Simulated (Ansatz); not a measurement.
MgO (Fm-3m) at 2 levels of theory

One geometry, relaxed with PBE; plane waves with PAW potentials in Ansatz, scalar-relativistic. No spin polarisation. Gaps are the least over mesh and band path; pressure is positive in compression, and isn't given for hybrids.

```yaml
crystal:
  lattice:
    - [0.00000, 2.12673, 2.12673]
    - [2.12673, 0.00000, 2.12673]
    - [2.12673, 2.12673, 0.00000]
  atoms:
    - { symbol: Mg, position: [0.50000, 0.50000, 0.50000] }
    - { symbol: O, position: [0.00000, 0.00000, 0.00000] }
```

```json
{"level": "PBE", "cutoff (eV)": "420", "k mesh": "10×10×10", "gap (eV)": "4.46", "pressure (GPa)": "0.0"}
```

Question: What comes out on the same cell with HSE06?

Answer:
```json
{"level": "HSE06", "cutoff (eV)": "420", "k mesh": "8×8×8", "gap (eV)": "6.17", "pressure (GPa)": "-"}
```

The cell was reached from a generator's guess, though it ends in a space group that the Crystallography Open Database lists for this formula.
